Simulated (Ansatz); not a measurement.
# SnO: bands on a dense mesh

Aim: solve SnO self-consistently, get levels and band slopes on a dense mesh, and map the Fermi surface or, if there is a gap, the valleys at its edges.

Computed with Ansatz 0.2.0 (DFT PBE, scalar-relativistic, plane waves, PAW; levels and slopes on a dense k mesh at the converged density, unless a step's input says otherwise).

## Step 1: The system as given

It takes space group Cmce (No. 64, orthorhombic). Conventional cell: a = 5.474 Å, b = 5.476 Å, c = 10.222 Å, α = 90.00°, β = 90.00°, γ = 90.00°. Sn (site symmetry m) has 4 O at 2.25 to 2.26 Å as nearest neighbours. Around O (site symmetry 2) lie 4 Sn at 2.25 to 2.26 Å.

Coordinates:

```
Sn O
1.0
     2.73691   -2.73780    0.00000
     2.73691    2.73780    0.00000
     0.00000    0.00000   10.22196
Sn O
4 4
Direct
  0.73655 0.26345 0.86386
  0.26345 0.73655 0.13614
  0.76345 0.23655 0.36386
  0.23655 0.76345 0.63614
  0.26194 0.23806 0.25000
  0.73806 0.76194 0.75000
  0.23806 0.26194 0.75000
  0.76194 0.73806 0.25000
```

The structure comes from the Materials Project (structure only) and is not relaxed.

## Step 2: Self-consistency and the dense mesh

Contents of input.yaml:

```yaml
crystal:
  lattice:
    - [2.736912, -2.737796, 0.0]
    - [2.736912, 2.737796, 0.0]
    - [0.0, 0.0, 10.22196]
  atoms:
    - { symbol: Sn, position: [0.736547, 0.263453, 0.863858] }
    - { symbol: Sn, position: [0.263453, 0.736547, 0.136142] }
    - { symbol: Sn, position: [0.763453, 0.236547, 0.363858] }
    - { symbol: Sn, position: [0.236547, 0.763453, 0.636142] }
    - { symbol: O, position: [0.261944, 0.238056, 0.25] }
    - { symbol: O, position: [0.738056, 0.761944, 0.75] }
    - { symbol: O, position: [0.238056, 0.261944, 0.75] }
    - { symbol: O, position: [0.761944, 0.738056, 0.25] }
basis:
  ecutwfc: 420
kpoints:
  mp_grid: { grid: [10, 10, 4] }
hamiltonian:
  xc: pbe
scf:
  occupations: { method: gaussian, width: 0.05 }
output:
  forces: true
  eigenvalues: true
  eigenstates:
    nscf_kmesh: { grid: [26, 26, 10] }
    top_band: c6
    de_dk: true
    localisation: true
  stress: true
checkpoint:
  write: ck
  compress: false
  write_wavefunctions: false
  write_every: 100000
```

Run with:

```sh
$ ansatz run input.yaml --threads 2 --pin off --max-ram 5120MiB --backend cpu --events-out ev --progress --plain --runs-dir out
```

Q: Predict the outcome of this session. Wanted: gap; valence top; conduction bottom.

**Answer**, as computed:

| quantity | value |
| --- | --- |
| gap | 0.53 eV, indirect |
| valence top | two equivalent maxima on the Σ₀–Γ line, nearly flat in one direction, with masses 0.55 and 5.54 mₑ across |
| conduction bottom | one minimum at Y, principal masses 0.20, 0.44 and 0.45 mₑ |

**Reading.** The gap is indirect, 0.53 eV at this level of theory, which underestimates gaps. Spin-orbit coupling is left out; with Sn it can split, shift or remove band edges.
